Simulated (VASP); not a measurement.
# CdTe (F-43m) in VASP: a series of runs

Runs on CdTe. Level: PBEsol. Tasks: phonons, elastic constants.

All numbers are computed with VASP 6.6.1; they aren't measurements. Logs are shortened: lines on timing, memory, paths and dates and some standing lists are left out, and cuts for length are marked.

## Step 1: The structure

Symmetry: F-43m, No. 216, cubic system. Conventional cell: a = 6.410 Å, b = 6.410 Å, c = 6.410 Å, α = 90.00°, β = 90.00°, γ = 90.00°. Te (site symmetry -43m) is surrounded by 4 Cd at 2.78 Å. Cd (site symmetry -43m) has 4 Te at 2.78 Å as nearest neighbours.

## Step 2: Phonons, PBEsol

File POSCAR:

```
CdTe
1.0
    0.0000000000      3.2050000000      3.2050000000
    3.2050000000      0.0000000000      3.2050000000
    3.2050000000      3.2050000000      0.0000000000
Te Cd
1 1
Direct
    0.7500000000      0.7500000000      0.7500000000
    0.0000000000      0.0000000000      0.0000000000
```

File INCAR.step1:

```
  PREC = Accurate
  ENCUT = 600
  EDIFF = 1E-8
  ISMEAR = 0
  SIGMA = 0.02
  LREAL = False
  LASPH = True
  NELM = 100
  ALGO = Normal
  ISIF = 3
  LWAVE = False
  LCHARG = False
  GGA = PS
  IBRION = 2
  NSW = 40
  EDIFFG = -0.002
```

File INCAR.step2:

```
  PREC = Accurate
  ENCUT = 600
  EDIFF = 1E-8
  ISMEAR = 0
  SIGMA = 0.02
  LREAL = False
  LASPH = True
  NELM = 100
  ALGO = Normal
  ISIF = 2
  LWAVE = False
  LCHARG = False
  GGA = PS
  IBRION = 8
  NSW = 1
```

File KPOINTS:

```
Automatic mesh
0
Gamma
  5 5 5
```

Potentials or basis: VASP PAW PBE potentials, release 64 (Te, Cd).

Launch:

```
cat potpaw_PBE.64/Te/POTCAR potpaw_PBE.64/Cd/POTCAR > POTCAR
cp INCAR.step1 INCAR
mpirun -np 1 vasp_std > vasp.out
cp CONTCAR POSCAR
cp INCAR.step2 INCAR
mpirun -np 1 vasp_std > vasp.out
```

OUTCAR:

```text
PREC = Accurate
   ENCUT = 600
   EDIFF = 1E-8
   ISMEAR = 0
   LREAL = False
   LASPH = True
   NELM = 100
   ISIF = 2
   GGA = PS
   IBRION = 8
   NSW = 1

 ion  position               nearest neighbor table
   1  0.750  0.750  0.750-   2 2.81   2 2.81   2 2.81   2 2.81
   2  0.000  0.000  0.000-   1 2.81   1 2.81   1 2.81   1 2.81

  LATTYP: Found a face centered cubic cell.
 ALAT       =     6.4990403945

  Lattice vectors:

 A1 = (   0.0000000000,   3.2495201972,   3.2495201972)
 A2 = (   3.2495201972,   0.0000000000,   3.2495201972)
 A3 = (   3.2495201972,   3.2495201972,   0.0000000000)

Analysis of symmetry for initial positions (statically):
=====================================================================
 Subroutine PRICEL returns:
 Original cell was already a primitive cell.

 Routine SETGRP: Setting up the symmetry group for a
 face centered cubic supercell.

 Subroutine GETGRP returns: Found 24 space group operations
 (whereof 24 operations were pure point group operations)
 out of a pool of 48 trial point group operations.

The static configuration has the point symmetry T_d .

Analysis of symmetry for dynamics (positions and initial velocities):
=====================================================================
 Subroutine PRICEL returns:
 Original cell was already a primitive cell.

 Routine SETGRP: Setting up the symmetry group for a
 face centered cubic supercell.

 Subroutine GETGRP returns: Found 24 space group operations
 (whereof 24 operations were pure point group operations)
 out of a pool of 48 trial point group operations.

The dynamic configuration has the point symmetry T_d .

 Subroutine INISYM returns: Found 24 space group operations
 (whereof 24 operations are pure point group operations),
 and found     1 'primitive' translations

----------------------------------------------------------------------------------------

                                     Primitive cell

  volume of cell :      68.6258

  direct lattice vectors                    reciprocal lattice vectors
     0.000000000  3.249520197  3.249520197    -0.153868870  0.153868870  0.153868870
     3.249520197  0.000000000  3.249520197     0.153868870 -0.153868870  0.153868870
     3.249520197  3.249520197  0.000000000     0.153868870  0.153868870 -0.153868870

  length of vectors
     4.595515534  4.595515534  4.595515534     0.266508700  0.266508700  0.266508700

  position of ions in fractional coordinates (direct lattice)
     0.750000000  0.750000000  0.750000000
     0.000000000  0.000000000  0.000000000

  ion indices of the primitive-cell ions
   primitive index   ion index
                 1           1
                 2           2

----------------------------------------------------------------------------------------

 KPOINTS: Automatic mesh

Automatic generation of k-mesh.
 Grid dimensions read from file:
 generate k-points for:    5    5    5

 Generating k-lattice:

  Cartesian coordinates                     Fractional coordinates (reciprocal lattice)
    -0.030773774  0.030773774  0.030773774     0.200000000  0.000000000  0.000000000
     0.030773774 -0.030773774  0.030773774     0.000000000  0.200000000  0.000000000
     0.030773774  0.030773774 -0.030773774     0.000000000  0.000000000  0.200000000

  Length of vectors
     0.053301740  0.053301740  0.053301740

  Shift w.r.t. Gamma in fractional coordinates (k-lattice)
     0.000000000  0.000000000  0.000000000

 Subroutine IBZKPT returns following result:
[... 69 lines left out ...]
 maximum number of plane-waves:      2307
 NGX is ok and might be reduce to    40
   NGX = 19   NGY = 19   NGZ = 19

--------------------------------------- Ionic step        1  -------------------------------------------

 number of electron      17.9999998 magnetization

 Free energy of the ion-electron system (eV)
  ---------------------------------------------------
  ext. energy  EPLUGINS =         0.00000000
  ---------------------------------------------------
  free energy    TOTEN  =        -5.47037043 eV

  energy without entropy =       -5.47037043  energy(sigma->0) =       -5.47037043

 E-fermi :   2.2671     XC(G=0):  -8.7395

 val. band max:        2.1459136873   @ k =   0.0000   0.0000   0.0000
 cond. band min:       2.7781081674   @ k =   0.0000   0.0000   0.0000
 fundamental gap:      0.6321944801
 Fermi energy:         2.2670769322

 k-point     1 :       0.0000    0.0000    0.0000
  band No.  band energies     occupation
      1      -9.0169      2.00000
      2      -6.0936      2.00000
      3      -6.0936      2.00000
      4      -6.0936      2.00000
      5      -5.8357      2.00000
      6      -5.8357      2.00000
      7       2.1459      2.00000
      8       2.1459      2.00000
      9       2.1459      2.00000
     10       2.7781      0.00000
     11       6.6900      0.00000
     12       6.6900      0.00000
     13       6.6900      0.00000
[... 132 lines left out ...]
      2      -5.9829      2.00000
      3      -5.9753      2.00000
      4      -5.8718      2.00000
      5      -5.8278      2.00000
      6      -5.3677      2.00000
      7      -1.9460      2.00000
      8      -0.2098      2.00000
      9       0.4192      2.00000
     10       5.9656      0.00000
     11       6.4196      0.00000
     12       7.4179      0.00000
     13       9.6564      0.00000

------------------------ aborting loop because EDIFF is reached ----------------------------------------

  FORCE on cell =-STRESS in cart. coord.  units (eV):
  Direction    XX          YY          ZZ          XY          YZ          ZX
  --------------------------------------------------------------------------------------
  -------------------------------------------------------------------------------------
  Total       -0.0004526     -0.0004526     -0.0004526     -0.0000000     -0.0000000     -0.0000000
  in kB       -0.0105674     -0.0105674     -0.0105674     -0.0000000     -0.0000000     -0.0000000
  external PRESSURE =      -0.0105674 kB  Pullay stress =       0.0000000 kB

 VOLUME and BASIS-vectors are now :
 -----------------------------------------------------------------------------
  energy-cutoff  :      600.00
  volume of cell :       68.63
      direct lattice vectors                 reciprocal lattice vectors
     0.000000000  3.249520197  3.249520197    -0.153868870  0.153868870  0.153868870
     3.249520197  0.000000000  3.249520197     0.153868870 -0.153868870  0.153868870
     3.249520197  3.249520197  0.000000000     0.153868870  0.153868870 -0.153868870

 POSITION                                       TOTAL-FORCE (eV/Angst)
 -----------------------------------------------------------------------------------
      4.87428      4.87428      4.87428         0.000000      0.000000      0.000000
      0.00000      0.00000      0.00000        -0.000000     -0.000000     -0.000000
 -----------------------------------------------------------------------------------
    total drift:                                0.000000      0.000000      0.000000

  FREE ENERGIE OF THE ION-ELECTRON SYSTEM (eV)
  ---------------------------------------------------
  free  energy   TOTEN  =        -5.4703704303 eV

  energy  without entropy=       -5.4703704303  energy(sigma->0) =       -5.47037043

[... ionic steps 2 to 3 ...]

--------------------------------------- Ionic step        4  -------------------------------------------

------------------------ aborting loop because EDIFF is reached ----------------------------------------

[... ionic steps 5 to 6 ...]

--------------------------------------- Ionic step        7  -------------------------------------------

 Free energy of the ion-electron system (eV)
  ---------------------------------------------------
  ---------------------------------------------------
  free energy    TOTEN  =        -0.43215914 eV

  energy without entropy =       -0.43215914

------------------------ aborting loop because EDIFF is reached ----------------------------------------

 INTERNAL STRAIN TENSOR  FOR ION    2  DIRECTION 1   (eV/Angst):
 -----------------------------------------------------------------------------
     0.00971 -0.00000 -0.00000
     0.00000 -0.00502 -5.63784
     0.00000 -5.63784 -0.00502

 INTERNAL STRAIN TENSOR FOR ION    2 for displacements in x,y,z  (eV/Angst):
          X           Y           Z          XY          YZ          ZX
  --------------------------------------------------------------------------------
  x    -0.00000     0.00000     0.00000    -0.00000    -5.63784    -0.00000
  y    -0.00000     0.00000    -0.00000     0.00000    -0.00000    -5.63784
  z     0.00000     0.00000    -0.00000    -5.63784    -0.00000    -0.00000

 SECOND DERIVATIVES (NOT SYMMETRIZED)
 ------------------------------------
               1X          1Y          1Z          2X          2Y          2Z
  1X    -4.382621    0.000000    0.000000    4.382621    0.000000    0.000000
  1Y     0.000000   -4.382621    0.000000    0.000000    4.382621    0.000000
  1Z     0.000000    0.000000   -4.382621    0.000000    0.000000    4.382621
  2X     4.376813    0.000000    0.000000   -4.376813    0.000000    0.000000
  2Y     0.000000    4.376813    0.000000    0.000000   -4.376813    0.000000
  2Z     0.000000    0.000000    4.376813    0.000000    0.000000   -4.376813

 Eigenvectors and eigenvalues of the dynamical matrix
 ----------------------------------------------------

   1 f  =    4.232047 THz    26.590736 2PiTHz  141.165893 cm-1    17.502332 meV
             X         Y         Z           dx          dy          dz
      4.874280  4.874280  4.874280     0.000000    0.684608    0.000000
      0.000000  0.000000  0.000000     0.000000   -0.728912    0.000000
[... 21 lines left out ...]
   6 f/i=    0.001400 THz     0.008799 2PiTHz    0.046710 cm-1     0.005791 meV
             X         Y         Z           dx          dy          dz
      4.874280  4.874280  4.874280     0.000000    0.000000    0.728912
      0.000000  0.000000  0.000000     0.000000    0.000000    0.684608

--------------------------------------------------------------------------------------------------------

 ELASTIC MODULI CONTR FROM IONIC RELAXATION (kBar)
 Direction    XX          YY          ZZ          XY          YZ          ZX
 --------------------------------------------------------------------------------
 XX          -0.0000     -0.0000     -0.0000     -0.0000     -0.0000     -0.0000
 YY          -0.0000     -0.0000     -0.0000     -0.0000     -0.0000      0.0000
 ZZ          -0.0000     -0.0000     -0.0000     -0.0000     -0.0000     -0.0000
 XY          -0.0000     -0.0000     -0.0000   -163.7557     -0.0000      0.0000
 YZ          -0.0000     -0.0000     -0.0000     -0.0000   -163.7557      0.0000
 ZX          -0.0000      0.0000     -0.0000      0.0000      0.0000   -163.7557
 --------------------------------------------------------------------------------
```

It took 1.7 min on 1 thread of AMD EPYC 9R45 (Zen 5), shared host; peak memory 0.3 GiB.

What came out:

```
Relaxed volume                                          : 34.31 Å³/atom
Relaxed cell                                            : a = 4.596 Å, b = 4.596 Å, c = 4.596 Å, α = 60.00°, β = 60.00°, γ = 60.00°
Space group after relaxing (to 0.05 Å)                  : F-43m (No. 216)
Highest phonon frequency at Γ, LO-TO splitting left out : 141 cm⁻¹
```

Step by step:
| step | energy change (eV) | largest force (eV/Å) | pressure (GPa) | volume (Å³) |
| --- | --- | --- | --- | --- |
| 1 | 0.0000 | 0.0000 | 1.89 | 65.84 |
| 2 | -0.0140 | 0.0000 | -0.56 | 69.61 |
| 3 | -0.0158 | 0.0000 | 0.00 | 68.63 |

Final structure:
```xyz
2
Lattice="0.0000 3.2495 3.2495 3.2495 0.0000 3.2495 3.2495 3.2495 0.0000" Properties=species:S:1:pos:R:3 pbc="T T T"
Te    4.8743    4.8743    4.8743
Cd    0.0000    0.0000    0.0000
```

Phonon frequencies in cm⁻¹ (negative: imaginary):
| q point | frequencies |
| --- | --- |
| (0.000, 0.000, 0.000) | 0 0 0 141 141 141 |

Caveat: the PAW data sets were made with another functional, which shifts forces and pressure a little. Spin-orbit coupling is left out, which matters for the levels of Te.

## Step 3: Elastic constants, PBEsol

POSCAR is that of step 2.

File INCAR.step1:

```
SYSTEM = CdTe
ALGO = Normal
EDIFF = 1E-8
EDIFFG = -0.002
ENCUT = 600
GGA = PS
IBRION = 2
ISIF = 3
ISMEAR = 0
LASPH = .TRUE.
LCHARG = .FALSE.
LREAL = .FALSE.
LWAVE = .FALSE.
NELM = 80
NSW = 40
PREC = Accurate
SIGMA = 0.02
```

File INCAR.step2:

```
SYSTEM = CdTe
ALGO = Normal
EDIFF = 1E-8
ENCUT = 600
GGA = PS
IBRION = 6
ISIF = 3
ISMEAR = 0
LASPH = .TRUE.
LCHARG = .FALSE.
LREAL = .FALSE.
LWAVE = .FALSE.
NELM = 80
NFREE = 2
NSW = 1
POTIM = 0.015
PREC = Accurate
SIGMA = 0.02
```

File KPOINTS:

```
k-points
0
G
  5 5 5
  0 0 0
```

Potentials or basis: VASP PAW PBE potentials, release 64 (Te, Cd).

Launch:

```
cat potpaw_PBE.64/Te/POTCAR potpaw_PBE.64/Cd/POTCAR > POTCAR
cp INCAR.step1 INCAR
mpirun -np 1 vasp_std > vasp.out
cp CONTCAR POSCAR
cp INCAR.step2 INCAR
mpirun -np 1 vasp_std > vasp.out
```

It took 4.7 min on 1 thread of AMD EPYC 9R45 (Zen 5), shared host; peak memory 0.25 GiB.

It converged, with:

- Relaxed volume: 34.31 Å³/atom
- Relaxed cell: a = 4.596 Å, b = 4.596 Å, c = 4.596 Å, α = 60.00°, β = 60.00°, γ = 60.00°
- Space group after relaxing (to 0.05 Å): F-43m (No. 216)
- Elastic constants C11, C12, C44: 53, 36, 20 GPa
- Voigt bulk modulus: 41 GPa
- Highest phonon frequency at Γ, LO-TO splitting left out: 141 cm⁻¹

The path:
| step | energy change (eV) | largest force (eV/Å) | pressure (GPa) | volume (Å³) |
| --- | --- | --- | --- | --- |
| 1 | 0.0000 | 0.0000 | 1.89 | 65.84 |
| 2 | -0.0140 | 0.0000 | -0.56 | 69.61 |
| 3 | -0.0158 | 0.0000 | 0.00 | 68.63 |

Final structure:
```cif
data_structure
_symmetry_space_group_name_H-M 'P 1'
_symmetry_Int_Tables_number 1
_cell_length_a 4.5955
_cell_length_b 4.5955
_cell_length_c 4.5955
_cell_angle_alpha 60.000
_cell_angle_beta 60.000
_cell_angle_gamma 60.000
_cell_volume 68.63
loop_
_atom_site_label
_atom_site_type_symbol
_atom_site_fract_x
_atom_site_fract_y
_atom_site_fract_z
_atom_site_occupancy
Te1 Te 0.75000 0.75000 0.75000 1
Cd1 Cd 0.00000 0.00000 0.00000 1
```

Phonon frequencies in cm⁻¹ (negative: imaginary):
| q point | frequencies |
| --- | --- |
| (0.000, 0.000, 0.000) | 0 0 0 141 141 141 |

Elastic tensor in Voigt notation (GPa, in the Cartesian axes of the cell as first typed):
```
53 36 36  0  0  0
36 53 36  0  0  0
36 36 53  0  0  0
 0  0  0 20  0  0
 0  0  0  0 20  0
 0  0  0  0  0 20
```

Clamped-ion elastic tensor (GPa):
```
53 36 36  0  0  0
36 53 36  0  0  0
36 36 53  0  0  0
 0  0  0 37  0  0
 0  0  0  0 37  0
 0  0  0  0  0 37
```

Caveat: the PAW data sets were made with another functional, which shifts forces and pressure a little. Spin-orbit coupling is left out, which matters for the levels of Te.

## Step 4: For comparison

An earlier run on the cell as given: functional PBEsol; potentials or basis VASP PAW PBE potentials, release 64 (Te, Cd); cutoff 520 eV; k mesh 7 × 7 × 7; occupations fermi-dirac, width 0.05 eV; no spin polarisation.

- Pressure: 1.9 GPa
- Band gap on the k mesh: 0.76 eV, direct
